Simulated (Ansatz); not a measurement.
# Tl: distorted cells

Level of theory: Ansatz, DFT PBEsol, scalar-relativistic, plane waves, PAW.

Cutoff 420 eV; k points 12×12×8 on the computed 2-atom cell (Γ-centred); Gaussian smearing, width 0.10 eV; no spin polarisation.

Reference cell:

```yaml
crystal:
  lattice:
    - [3.45600, 0.00000, 0.00000]
    - [-1.72800, 2.99298, 0.00000]
    - [0.00000, 0.00000, 5.52500]
  atoms:
    - { symbol: Tl, position: [0.33333, 0.66667, 0.25000] }
    - { symbol: Tl, position: [0.66667, 0.33333, 0.75000] }
```

Each variant moves atoms of this cell by the vectors given, if any (Å), and then applies a symmetric strain (tensor components, Cartesian axes). The reference cell isn't relaxed at this level. Energies are per atom at zero smearing, counted from the lowest variant. Pressure is positive in compression.

1. no strain; moves: Tl1 (-0.351, -0.002, 0.133)
2. no strain; moves: Tl1 (0.000, 0.000, 0.375)
3. strain (xx yy zz yz xz xy, %) 1.37 3.79 -6.42 0.00 0.00 2.10; moves: Tl1 (0.052, -0.030, 0.000); Tl2 (-0.052, 0.030, 0.000)

```tsv
result	ΔE (meV/atom)	P (GPa)	largest force (eV/Å)
A	89.6	2.08	1.10
B	11.9	0.41	0.43
C	0.0	1.10	0.14
```

(1) Which variant gave which result?

Spin–orbit coupling is left out, which can shift energies with elements as heavy as these.

Results:

(1) A is 2, B is 1, C is 3.